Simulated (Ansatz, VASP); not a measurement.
**BaTe: VASP beside Ansatz**

Wanted: the spread between two codes on one cell, functional and k mesh.

Program: Ansatz 0.2.0. Level of theory: plane waves, with VASP 6.6.1 beside it; single point at PBE, single point at r2SCAN and single point at PBE, spin-orbit coupling. Results are calculated unless marked as measured.

The database entry behind the starting cell differs from later determinations by our own check (about 2.5 % short), so it need not match the best structure at ambient conditions.

## Step 1: Set-up

Symmetry: Fm-3m, No. 225, cubic system. The conventional cell has a = 6.820 Å, b = 6.820 Å, c = 6.820 Å, α = 90.00°, β = 90.00°, γ = 90.00°. Ba has 6 Te at 3.41 Å nearest. Nearest to Te lie 6 Ba at 3.41 Å. Farther neighbours and most contacts between anions are not listed.

Coordinates:

```cif
data_structure
_symmetry_space_group_name_H-M 'P 1'
_symmetry_Int_Tables_number 1
_cell_length_a 4.8225
_cell_length_b 4.8225
_cell_length_c 4.8225
_cell_angle_alpha 60.000
_cell_angle_beta 60.000
_cell_angle_gamma 60.000
_cell_volume 79.30
loop_
_atom_site_label
_atom_site_type_symbol
_atom_site_fract_x
_atom_site_fract_y
_atom_site_fract_z
_atom_site_occupancy
Ba1 Ba 0.00000 0.00000 0.00000 1
Te2 Te 0.50000 0.50000 0.50000 1
```

## Step 2: VASP: single point, PBE

With cell and atoms fixed, the geometry can't cause a difference; cores, projectors, grids and the points listed under the comparison can.

Lines of VASP's logs that name or quote its potential files are left out, and so is its time.

INCAR

```
SYSTEM = BaTe
PREC = Accurate
ENCUT = 400
EDIFF = 1E-07
NELM = 100
ISMEAR = 0
SIGMA = 0.05
LREAL = .FALSE.
ALGO = Normal
GGA = PE
NBANDS = 44
LWAVE = .FALSE.
LCHARG = .FALSE.
KPAR = 4
LOPTICS = .TRUE.
NEDOS = 2000
CSHIFT = 0.2
```

POSCAR

```
BaTe
1.0
    0.0000000000      3.4100000000      3.4100000000
    3.4100000000      0.0000000000      3.4100000000
    3.4100000000      3.4100000000      0.0000000000
Ba Te
1 1
Direct
    0.0000000000      0.0000000000      0.0000000000
    0.5000000000      0.5000000000      0.5000000000
```

KPOINTS

```
Automatic mesh
0
Gamma
9 9 9
0 0 0
```

Potentials, in the order of the species: Ba_sv and Te (PBE family, release 64).

On the command line:

```sh
$ mpirun -np 4 vasp_std
```

Numbers of over 12 decimals in the logs are rounded to 6 here.

The log of the run:

```text
[banner, memory and clock lines left out]
running    4 mpi-ranks, on    1 nodes
 distrk:  each k-point on    1 cores,    4 groups
 distr:  one band on    1 cores,    1 groups

 POSCAR found type information on POSCAR BaTe
 POSCAR found :  2 types and       2 ions
 LDA part: xc-table for (Slater+PW92), standard interpolation
 POSCAR, INCAR and KPOINTS ok, starting setup
 FFT: planning ... GRIDC
 FFT: planning ... GRID_SOFT
 FFT: planning ... GRID
 WAVECAR not read
 entering main loop
       N       E                     dE             d eps       ncg     rms          rms(c)
DAV:   1     0.647594735163E+02    0.64759E+02   -0.43748E+03  3080   0.248E+02
DAV:   2    -0.598310208567E+01   -0.70743E+02   -0.66364E+02  3900   0.764E+01
DAV:   3    -0.856222321178E+01   -0.25791E+01   -0.25440E+01  3804   0.124E+01
DAV:   4    -0.860010162900E+01   -0.37878E-01   -0.37857E-01  3812   0.154E+00
DAV:   5    -0.860057179033E+01   -0.47016E-03   -0.47014E-03  3748   0.173E-01    0.419E+00
DAV:   6    -0.850695414020E+01    0.93618E-01   -0.14094E-02  3744   0.562E-01    0.267E+00
DAV:   7    -0.850752955703E+01   -0.57542E-03   -0.36865E-02  3816   0.573E-01    0.740E-01
DAV:   8    -0.851199754927E+01   -0.44680E-02   -0.45436E-03  3520   0.214E-01    0.206E-01
DAV:   9    -0.851227378775E+01   -0.27624E-03   -0.27830E-04  3780   0.467E-02    0.766E-02
DAV:  10    -0.851236335787E+01   -0.89570E-04   -0.48856E-05  3608   0.177E-02    0.176E-02
DAV:  11    -0.851237051847E+01   -0.71606E-05   -0.44621E-06  3832   0.639E-03    0.126E-02
DAV:  12    -0.851237070922E+01   -0.19075E-06   -0.83147E-07  3636   0.250E-03    0.304E-03
DAV:  13    -0.851237067858E+01    0.30639E-07   -0.24662E-07  3624   0.134E-03
   1 F= -.85123707E+01 E0= -.85123707E+01  d E =-.515808E-11
 optical routines
 imaginary and real dielectric function
 recalculating local potential from charge density
 direction            1
 direction            2
 direction            3
```

Parts of OUTCAR (step 2):

```text
ion  position               nearest neighbor table
   1  0.000  0.000  0.000-   2 3.41   2 3.41   2 3.41   2 3.41   2 3.41   2 3.41
   2  0.500  0.500  0.500-   1 3.41   1 3.41   1 3.41   1 3.41   1 3.41   1 3.41

  LATTYP: Found a face centered cubic cell.
 ALAT       =     6.8200000000

 Subroutine GETGRP returns: Found 48 space group operations
 (whereof 48 operations were pure point group operations)

The static configuration has the point symmetry O_h .

 Found     35 irreducible k-points:

   k-points           NKPTS =     35   k-points in BZ     NKDIM =     35   number of bands    NBANDS=     44

   dimension x,y,z NGX =    32 NGY =   32 NGZ =   32
   dimension x,y,z NGXF=    64 NGYF=   64 NGZF=   64

   ENCUT  =  400.0 eV  29.40 Ry    5.42 a.u.   7.86  7.86  7.86*2*pi/ulx,y,z

   NELECT =      16.0000    total number of electrons

 k-points in reciprocal lattice and weights: Automatic mesh
   0.00000000  0.00000000  0.00000000       0.001
   0.11111111  0.00000000  0.00000000       0.011
   0.22222222  0.00000000  0.00000000       0.011
   0.33333333  0.00000000  0.00000000       0.011
   0.44444444  0.00000000  0.00000000       0.011
   0.11111111  0.11111111  0.00000000       0.008
   0.22222222  0.11111111  0.00000000       0.033
   0.33333333  0.11111111  0.00000000       0.033
   0.44444444  0.11111111  0.00000000       0.033
[...]
-0.33333333  0.44444444  0.11111111       0.033
  -0.33333333  0.44444444  0.22222222       0.033

 average (electrostatic) potential at core
       1 -36.1516       2 -89.8532

 E-fermi :   3.0012

 k-point     1 :       0.0000    0.0000    0.0000
  band No.  band energies     occupation
    ...
      4      -9.2053      2.00000
      5      -6.9317      2.00000
      6       2.7955      2.00000
      7       2.7955      2.00000
      8       2.7955      2.00000
      9       5.6583      0.00000
     10       5.6583      0.00000
     11       5.6583      0.00000
     12       6.0220      0.00000
     13       6.3629      0.00000
    ...

 k-point     2 :       0.1111    0.0000    0.0000
  band No.  band energies     occupation
    ...
      4      -9.2069      2.00000
      5      -6.8010      2.00000
      6       2.3316      2.00000
      7       2.5672      2.00000
      8       2.5672      2.00000
      9       5.7047      0.00000
     10       5.8301      0.00000
     11       5.8301      0.00000
     12       6.5794      0.00000
     13       6.7709      0.00000
    ...

 k-point     3 :       0.2222    0.0000    0.0000
  band No.  band energies     occupation
    ...
      4      -9.2109      2.00000
      5      -6.4967      2.00000
      6       1.4972      2.00000
      7       2.1209      2.00000
      8       2.1209      2.00000
      9       5.8426      0.00000
     10       6.2881      0.00000
     11       6.2881      0.00000
     12       7.7378      0.00000
     13       7.7851      0.00000
    ...

  Total        2.0957199      2.0957199      2.0957199      0.0000000     -0.0000000      0.0000000
  in kB       42.3399842     42.3399842     42.3399842      0.0000000     -0.0000000      0.0000000
  external PRESSURE =      42.3399842 kB  Pullay stress =       0.0000000 kB

  energy-cutoff  :      400.00
  volume of cell :       79.30
      direct lattice vectors                 reciprocal lattice vectors
     0.000000000  3.410000000  3.410000000    -0.146627566  0.146627566  0.146627566
     3.410000000  0.000000000  3.410000000     0.146627566 -0.146627566  0.146627566
     3.410000000  3.410000000  0.000000000     0.146627566  0.146627566 -0.146627566

 POSITION                                       TOTAL-FORCE (eV/Angst)
 -----------------------------------------------------------------------------------
      0.00000      0.00000      0.00000         0.000000      0.000000     -0.000000
      3.41000      3.41000      3.41000        -0.000000     -0.000000      0.000000
 -----------------------------------------------------------------------------------
    total drift:                                0.000000     -0.000000     -0.000000

  FREE ENERGIE OF THE ION-ELECTRON SYSTEM (eV)
  ---------------------------------------------------
  free  energy   TOTEN  =        -8.5123706786 eV

  energy  without entropy=       -8.5123706786  energy(sigma->0) =       -8.51237068

 plasma frequency squared (from intraband transitions) (eV^2)
  --------------------------------------------------------------------------------------
       0.000       0.000      -0.000
       0.000       0.000      -0.000
       0.000       0.000       0.000

[... 3 further parts left out ...]
```

## Step 3: Ansatz: single point, PBE

Ansatz runs on its default PAW (the set named soft_2) files.

The same cell, functional, mesh and smearing now go to Ansatz, which takes its cutoff from its data sets.

input.yaml

```yaml
crystal:
  lattice:
    - [0.0, 3.41, 3.41]
    - [3.41, 0.0, 3.41]
    - [3.41, 3.41, 0.0]
  atoms:
    - { symbol: Ba, position: [0.0, 0.0, 0.0] }
    - { symbol: Te, position: [0.5, 0.5, 0.5] }
hamiltonian:
  xc: pbe
  pseudopotentials: { kind: paw }
kpoints:
  mp_grid: { grid: [9, 9, 9] }
scf:
  occupations: { method: gaussian, width: 0.05 }
  n_extra_bands: 4
output:
  forces: true
  stress: true
  eigenvalues: true
  write_density: true
  write_potential: true
  elf: true
  volumetric_format: npy
```

On the command line:

```sh
$ ansatz run input.yaml --threads 2 --pin off --max-ram 4608MiB --backend cpu --events-out ev --progress --plain --runs-dir out
```

The log of the run:

```text
scf.n_extra_bands = 4 over 13 filled bands (N_el = 26.0): the run solves 17 bands
Engine: ansatz 0.2.0, x86_64-unknown-linux-gnu
Pseudopotentials: kind: paw
Pseudopotential: Ba, paw, valence charge 10, recommended cutoff 420 eV (normal), Ba.paw.azcp
Pseudopotential: Te, paw, valence charge 16, recommended cutoff 420 eV (normal), Te.paw.azcp
Functional definition: PBE
  parameter kappa = 0.804
  parameter beta = 0.066725
  exchange = pbe_x(kappa = kappa, mu = beta*pi^2/3)
  correlation = pbe_c(beta = beta)
Crystal: 2 atoms, lattice volume = 79.304 Å³
Basis set: ecut = 420 eV, 1471 PW (Γ), exchange–correlation on 72×72×72 points (8 copies of the dense FFT grid, shifted against one another)
Bands: 17, of which v1, the nominal top of the filled ones, is band 13 counted from 1 (12 counted from 0)
Symmetry: 48 space group operations
Space group: Fm-3m (ITA 225), of the structure as read, at distance tolerance 4.3e-5 Å
k-points: 35 of 729
Non-local potential: Ba, projectors of the file, l = 0: 3, l = 1: 2, l = 2: 2, l = 3: 2
Non-local potential: Te, projectors of the file, l = 0: 2, l = 1: 2, l = 2: 2, l = 3: 2
PAW form: soft (Blöchl's): semilocal exchange-correlation on the pseudo side does not see the compensation charge
PAW one-centre angular grid: Ba, 194 points (default); XC on 64 Gauss nodes
PAW one-centre angular grid: Te, 590 points (default); XC on 64 Gauss nodes
Initial density: superposition of atomic densities (neutral atoms: chi_scale 0, normalization atom), corrected by the library's trained network
Initial wavefunctions: pseudopotential atomic-orbital guess
Functional: x = pbe(κ = 0.804, μ = 0.219515), c = pbe(β = 0.066725)
SCF iter   1: F=—  HF=-12933.043366 eV  |F-HF|=—  |Δ(HF+E_count)|=         —  Δρ=7.91e-4  dr2=1.27e-3  ethr=1.77e-3  ⟨swp⟩=9.5  Hψ=3840  notcnv=0
preconditioner: auto → none  [insulator: Δε(μ)=1.433 eV  Ē_g=11.318 eV  σ=0.050 eV  W_gap=1.00  n_scr=14 (ndim 8)  ℏωp=15.6 eV  f_vac=0.005  D(μ)=0.00/eV (n_scr^D=0)  ε∞_Penn≈2.9]
SCF iter   2: F=—  HF=-12933.042497 eV  |F-HF|=—  |Δ(HF+E_count)|=   8.69e-4  Δρ=2.10e-4  dr2=3.05e-5  ethr=4.89e-6  ⟨swp⟩=2.1  Hψ=1416  notcnv=0
SCF iter   3: F=—  HF=-12933.042534 eV  |F-HF|=—  |Δ(HF+E_count)|=   3.70e-5  Δρ=8.84e-5  dr2=3.93e-6  ethr=1.17e-7  ⟨swp⟩=2.1  Hψ=915  notcnv=0
SCF iter   4: F=—  HF=-12933.042545 eV  |F-HF|=—  |Δ(HF+E_count)|=   1.14e-5  Δρ=1.81e-5  dr2=1.21e-7  ethr=1.51e-8  ⟨swp⟩=2.0  Hψ=857  notcnv=0
iter 5 did not close the SCF: its close was put off for the readings that it lacked (scf_convergence_deferred on its scf_iter line)
SCF iter   5: F=-12933.042546 eV  HF=-12933.042546 eV  |F-HF|=2.84e-9  |Δ(HF+E_count)|=   4.99e-7  Δρ=1.69e-6  dr2=1.81e-9  ethr=4.65e-10  ⟨swp⟩=2.1  Hψ=931  notcnv=0
SCF iter   6: F=-12933.042546 eV  HF=-12933.042546 eV  |F-HF|=1.53e-10  |Δ(HF+E_count)|=   3.26e-9  Δρ=3.23e-7  dr2=2.63e-11  ethr=6.97e-12  ⟨swp⟩=6.3  Hψ=4047  notcnv=0
SCF 1 converged in 6 iterations: F = -12933.042546 eV  dr2 = 2.63e-11
  greatest PAW one-centre occupation: 0.998 electrons in one spin orbital (limit 2), on the Te atom at site 1 (counted from 0), in its partial waves of l = 2
SCF converged after 6 iterations
Free energy (F): -12933.042546 eV
Harris-Foulkes:  -12933.042546 eV  (|F-HF|=1.53e-10)
Internal energy: -12933.042546 eV  (E = F + TS)
E sigma→0 (E₀):  -12933.042546 eV
Fermi energy:    7.960115 eV
--- Per-component energies (eV) ---
  E_band       = -311.777363
  E_kinetic    = 351.754745
  E_local      = -1763.977850  (includes V_loc(G=0)·N_el)
  E_nonlocal   = -252.607056
  E_hartree    = 1006.095433
  E_xc         = -294.191705
  E_vxc        = -242.206374  (∫ρ·V_xc dr)
  E_paw        = -9888.867828  (= ΣΔE_a)
  E_vpaw       = -416.931513  (= ΣTr[D̂ρ^β])
  E_aug_tail   = -0.000206  (compensation charges beyond the density's cutoff)
  E_ewald      = -2091.248078
  E_smearing   = -0.000000  (= −TS)
  E_closure    = -0.000000  (closes the sum)
  Σ components = -12933.042546   (vs F -12933.042546, Δ=0.00e0)
--- Forces (eV/Å), atoms counted from 1 ---
  atom   1  Ba    -0.00000000     0.00000000    -0.00000000
  atom   2  Te     0.00000000    -0.00000000    -0.00000000
  max |Σ_I F_I| component: 2.96e-29 eV/Å
--- Stress (GPa, compression-positive) ---
        3.807169      -0.000000       0.000000
       -0.000000       3.807169       0.000000
        0.000000       0.000000       3.807169
  P = ⅓ Tr σ = 3.8072 GPa (38.072 kbar)
--- Band table (eV; the first three rows and the last of 35) ---
  k-point 0: bands = [... 9 lower, -2.4270, 7.2312, 7.2312, 7.2312, 10.1957, 10.1957, 10.1957, 10.5455]
  k-point 1: bands = [... 9 lower, -2.2951, 6.7917, 7.0226, 7.0226, 10.2200, 10.3596, 10.3596, 11.0882]
  k-point 2: bands = [... 9 lower, -1.9898, 5.9877, 6.6062, 6.6062, 10.3272, 10.8015, 10.8015, 12.2351]
  k-point 34: bands = [... 9 lower, -1.8865, 5.8130, 6.2548, 6.3737, 10.4464, 11.1779, 12.3708, 12.9389]
```

Wall time 1.6 s (2 threads of Intel Xeon Platinum 8375C at 2.90GHz (Ice Lake), shared host); peak memory 0.45 GiB; 3 s of CPU time.

In the SCF lines HF is the Harris–Foulkes energy and dr2 the Hartree energy of the density residual, in eV; the loop may stop once dr2 is under the threshold and the program's other checks hold. Hψ counts applications of the Hamiltonian.

The run ends at a pressure of 3.81 GPa.

## Step 4: Comparison

Known differences besides the potentials themselves: the data sets hold 26 valence electrons in Ansatz (default PAW (the set named soft_2) files) and 16 in VASP; the cutoff is 420 eV in Ansatz and 400 eV in VASP; VASP leaves aspherical gradient terms in its spheres out (LASPH is not set), Ansatz keeps them. Total energies have different zeros and are not compared.

Compared:

```
              quantity  Ansatz   VASP  difference
        pressure (GPa)    3.81   4.23       -0.43
gap on the k mesh (eV)   1.459  1.360      +0.099
```

A gap on the mesh is an upper bound, since the band edges may lie between its points.

## Step 5: What the set-up changes

Further runs change the set-up of one program: Ansatz's method, potentials or start, or VASP's data sets, cutoff or form of LDA. The table gives Ansatz less VASP for each quantity, since a change that brings one quantity closer may part another.

```
                                        run  pressure (GPa)  gap on the k mesh (eV)
                                   as above           -0.43                   0.099
    Ansatz's larger PAW set (cutoff 430 eV)           -0.43                   0.099
norm-conserving potentials (cutoff 1120 eV)           -0.42                   0.098
```

## Step 6: Ansatz: single point, r2SCAN

A single point gives forces, pressure and levels at one fixed geometry, so differences don't come from the geometry; what else differs is listed under the comparison.

Edit input.yaml of step 3 so:

```diff
@@ -9,3 +9,3 @@
 hamiltonian:
-  xc: pbe
+  xc: r2scan
   pseudopotentials: { kind: paw }
@@ -20,5 +20 @@
   eigenvalues: true
-  write_density: true
-  write_potential: true
-  elf: true
-  volumetric_format: npy
```

The log of the run:

```text
[...]
Crystal: 2 atoms, lattice volume = 79.304 Å³
Basis set: ecut = 500 eV, 1989 PW (Γ), exchange–correlation on 144×144×144 points (64 copies of the dense FFT grid, shifted against one another)
Bands: 17, of which v1, the nominal top of the filled ones, is band 13 counted from 1 (12 counted from 0)
Symmetry: 48 space group operations
[...]
k-points: 35 of 729
[...]
--- Band table (eV; the first three rows and the last of 35) ---
  k-point 0: bands = [... 9 lower, -2.9182, 7.0177, 7.0177, 7.0177, 10.3931, 10.3931, 10.3931, 11.0509]
  k-point 1: bands = [... 9 lower, -2.7801, 6.6059, 6.8150, 6.8150, 10.4282, 10.5631, 10.5631, 11.5397]
  k-point 2: bands = [... 9 lower, -2.4600, 5.8141, 6.4010, 6.4010, 10.5484, 11.0243, 11.0243, 12.5207]
  k-point 34: bands = [... 9 lower, -2.3551, 5.6091, 6.0395, 6.1657, 10.6338, 11.4072, 12.7569, 13.3345]
[key lines of the parts left out:]
SCF converged after 6 iterations
Free energy (F): -12963.424591 eV
Fermi energy:    7.923201 eV
P = ⅓ Tr σ = 4.0464 GPa (40.464 kbar)
```

Wall time 2.8 s (2 threads); peak memory 0.65 GiB; 5.2 s of CPU time.

The run ends at a pressure of 4.05 GPa.

## Step 7: VASP: single point, r2SCAN

The same cell, functional, mesh and smearing now go to VASP, with its own data sets and cutoff.

Edit INCAR of step 2 so:

```diff
@@ -9,3 +9,4 @@
 ALGO = Normal
-GGA = PE
+METAGGA = R2SCAN
+LASPH = .TRUE.
 NBANDS = 44
```

POSCAR is that of step 2.

KPOINTS is that of step 2.

On the command line:

```sh
$ mpirun -np 4 vasp_std
```

The log of the run:

```text
[banner, memory and clock lines left out]
running    4 mpi-ranks, on    1 nodes
[...]
|                                                                             |
|               ----> ADVICE to this user running VASP <----                  |
|                                                                             |
|     You enforced a specific xc type in the INCAR file but a different       |
|     [... a line on the potential file left out ...]
|     I HOPE YOU KNOW WHAT YOU ARE DOING!                                     |
|                                                                             |

 LDA part: xc-table for (None), standard interpolation
 POSCAR, INCAR and KPOINTS ok, starting setup
[...]
entering main loop
       N       E                     dE             d eps       ncg     rms          rms(c)
DAV:   1     0.161144204099E+02    0.16114E+02   -0.45219E+03  3080   0.257E+02
DAV:   2    -0.565977926515E+02   -0.72712E+02   -0.68058E+02  3856   0.786E+01
DAV:   3    -0.592804430169E+02   -0.26827E+01   -0.26442E+01  3844   0.129E+01
DAV:   4    -0.593166758230E+02   -0.36233E-01   -0.36213E-01  3812   0.155E+00
[...]
DAV:  12    -0.559054090204E+02   -0.19736E-05   -0.33747E-06  3624   0.547E-03    0.167E-02
DAV:  13    -0.559054088810E+02    0.13943E-06   -0.84787E-08  3932   0.143E-03    0.124E-03
DAV:  14    -0.559054087912E+02    0.89790E-07   -0.10939E-08  2564   0.394E-04
   1 F= -.55905409E+02 E0= -.55905409E+02  d E =-.379514E-11
 optical routines
 imaginary and real dielectric function
 direction            1
 direction            2
 direction            3
```

Parts of OUTCAR (step 7):

```text
  Total        2.2268261      2.2268261      2.2268261      0.0000000      0.0000000      0.0000000
  in kB       44.9887310     44.9887310     44.9887310      0.0000000      0.0000000      0.0000000
  external PRESSURE =      44.9887310 kB  Pullay stress =       0.0000000 kB

 POSITION                                       TOTAL-FORCE (eV/Angst)
 -----------------------------------------------------------------------------------
      0.00000      0.00000      0.00000        -0.000000      0.000000      0.000000
      3.41000      3.41000      3.41000         0.000000     -0.000000     -0.000000
 -----------------------------------------------------------------------------------
    total drift:                                0.000000     -0.000000     -0.000000

  FREE ENERGIE OF THE ION-ELECTRON SYSTEM (eV)
  ---------------------------------------------------
  free  energy   TOTEN  =       -55.9054087912 eV

  energy  without entropy=      -55.9054087912  energy(sigma->0) =      -55.90540879

[... 2 parts as in an earlier step ...]

[... 1 further part left out ...]
[key lines of the parts left out:]
E-fermi :   2.7952
```

## Step 8: Comparison

What differs besides the data sets and the points named for the pairs above, as far as they apply: VASP keeps PBE cores, Ansatz makes them for the functional; the cutoff is 500 eV in Ansatz and 400 eV in VASP. Total energies have different zeros and are not compared.

Both answers:

```
              quantity  Ansatz   VASP  difference
        pressure (GPa)    4.05   4.50       -0.45
gap on the k mesh (eV)   1.812  1.718      +0.094
```

A gap on the mesh is an upper bound, since the band edges may lie between its points.

## Step 9: Further runs

Further runs change the set-up of one program: Ansatz's method, potentials or start, or VASP's data sets, cutoff or form of LDA. The table gives Ansatz less VASP for each quantity, since a change that brings one quantity closer may part another.

```
                                        run  pressure (GPa)  gap on the k mesh (eV)
                                   as above           -0.45                   0.094
                       cores kept as stored           -0.45                   0.095
    Ansatz's larger PAW set (cutoff 430 eV)           -0.44                   0.094
norm-conserving potentials (cutoff 1230 eV)           -0.46                   0.096
```

(Continued in part 2 of 2.)

[Lines on the potential files, build, host, timing and source positions are cut from VASP's logs without a mark.]

[Logs are printed without paths, hosts, clocks, repeated set-up lines and the standing remarks that a program may print on its own settings, such as how far it seeks lower states.]

[Hosts, paths, dates, database ids (printed as entryN), source tags and the programs' standing remarks are cut or masked in the printed files.]
